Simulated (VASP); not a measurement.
CdTe, 2 atoms in the cell. It takes space group F-43m (No. 216, cubic). Conventional cell: a = 6.627 Å, b = 6.627 Å, c = 6.627 Å, α = 90.00°, β = 90.00°, γ = 90.00°. Cd (site symmetry -43m) has 4 Te at 2.87 Å as nearest neighbours. Te (site symmetry -43m) has 4 Cd at 2.87 Å as nearest neighbours. 

| Item | Value |
| --- | --- |
| Program | VASP 6.6.1 |
| Task | relaxation of cell and atoms |
| Functional | PBE |
| Potentials or basis | VASP PAW PBE potentials, release 64 (Cd, Te) |
| Cutoff | 520 eV |
| k mesh | 8 × 8 × 8 |
| Occupations | gaussian, width 0.02 eV |
| Spin | non-collinear spin, zero start, spin-orbit coupling |
| Starting moments | [[0.0, 0.0, 0.0], [0.0, 0.0, 0.0]] μB |
| Further INCAR settings | ALGO = Normal; EDIFF = 1e-07; IBRION = 2; EDIFFG = -0.002; NSW = 80; ISIF = 3 |

Potentials or basis: VASP PAW PBE potentials, release 64 (Cd, Te).

Launch:

```console
$ cat potpaw_PBE.64/Cd/POTCAR potpaw_PBE.64/Te/POTCAR > POTCAR
$ mpirun -np 4 vasp_ncl > vasp.out
```

Hardware: 4 MPI ranks on Intel(R) Xeon(R) Platinum 8559C (Emerald Rapids) (shared host).

How long does it take, and how much memory?

Wall time 2.2 min on 4 MPI ranks on Intel(R) Xeon(R) Platinum 8559C (Emerald Rapids), with other jobs on the host, peak memory 0.47 GiB a rank. Counts: scf iterations 19, k points 43, ion steps 2.
